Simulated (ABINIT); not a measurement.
Runs of ABINIT 10.8.3 (patched build) on GaN. Symmetry: F-43m, No. 216, cubic system. Conventional cell: a = 4.507 Å, b = 4.507 Å, c = 4.507 Å, α = 90.00°, β = 90.00°, γ = 90.00°. Ga (site symmetry -43m) has 4 N at 1.95 Å as nearest neighbours. N (site symmetry -43m) is surrounded by 4 Ga at 1.95 Å. The cell is a database's computed one.

```csv
task,level,potentials or basis,k mesh,cutoff (eV),fine-grid cutoff,most SCF steps,thinning of the exchange mesh (fockdownsampling),dielectric constant that sets the share,gap on the mesh (eV),V0 of scaled cells (Å³/atom),B0 (GPa)
equation of state,LDA-Teter,JTH PAW LDA v2.0,10 × 10 × 10,680,1278.94 eV,-,-,-,-,11.07,202
band structure,LDA,JTH PAW LDA v2.0,10 × 10 × 10,680,1278.94 eV,-,-,-,1.73,-,-
equation of state,LDA-VWN,JTH PAW LDA v2.0,10 × 10 × 10,680,1278.94 eV,-,-,-,-,(b),203
equation of state,AM05,JTH PAW PBE v2.0,10 × 10 × 10,707,1306.15 eV,-,-,-,-,11.43,(c)
equation of state,HCTH407,JTH PAW PBE v2.0,10 × 10 × 10,680,1278.94 eV,-,-,-,-,11.79,164
single point,PBE-EpsX,SPMS NC PBE v1.0,6 × 6 × 6,952,-,60,2 × 2 × 2,5.9605,3.08,-,-
equation of state,PBE+D2,JTH PAW PBE v2.0,10 × 10 × 10,680,1278.94 eV,-,-,-,-,11.68,(a)
band structure,LDA-PZ,JTH PAW LDA v2.0,10 × 10 × 10,680,1278.94 eV,-,-,-,1.73,-,-
```

Alike in all rows: no spin polarisation; cell as given; smearing fermi-dirac 0.05 eV.

Task: Fill in the values left out.

Result: (a) 175; (b) 11.06; (c) 186.

Caveats: pressures at fixed basis lie under the slope of the energies (some runs); the PAW data sets were made with another functional, which shifts forces and pressure a little (some runs); exact exchange is summed on a coarse mesh, which widens gaps by tenths of an eV (some runs); the potentials were made for another functional, which shifts forces and pressure (some runs).

A k mesh can miss the band edges, and the runs leave out spin-orbit coupling on Ga.

Not every run made on this cell is shown here.
